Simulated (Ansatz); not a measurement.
Runs of Ansatz 0.2.0 on Sb. It takes space group Im-3m (No. 229, cubic). Conventional cell: a = 3.743 Å, b = 3.743 Å, c = 3.743 Å, α = 90.00°, β = 90.00°, γ = 90.00°. Sb (site symmetry m-3m) has 8 Sb at 3.24 Å as nearest neighbours. This isn't the form of Sb at room conditions, which is rhombohedral.

```tsv
task	level	spin	k mesh	points for each segment of the path	atoms under strain	q mesh	gap on the mesh (eV)	pressure (GPa)
band structure	PBEsol	SOC, no magnetisation	10 × 10 × 10	14	-	-	none	0.0
elastic constants	PBEsol	off	8 × 8 × 8	-	relaxed	-	none	-1.0
band structure	LDA	off	10 × 10 × 10	14	-	-	none	(a)
phonons	PBEsol	off	8 × 8 × 8	8	-	4 × 4 × 4	none	-
```

Alike in all rows: potentials or basis Ansatz PAW; cell as given; cutoff (eV) 420; smearing fermi-dirac 0.05 eV.

**Question.** Fill in the values left out.

**Answer.** (a) -1.2.

Caveats: the PAW data sets come from PBE, with cores solved anew for the run's functional, which leaves a small shift of forces and pressure; the elastic tensor has a negative eigenvalue, so either the cell is unstable as it stands or the mesh is too thin (some runs); spin-orbit coupling is left out, which moves the levels of the heavy elements (some runs); some modes are imaginary (some runs); some levels weren't fully converged (some runs).

A k mesh can miss the band edges, and rows without SOC leave out spin-orbit coupling on Sb.

A gap of «none» marks a metal or a gap under the smearing width.
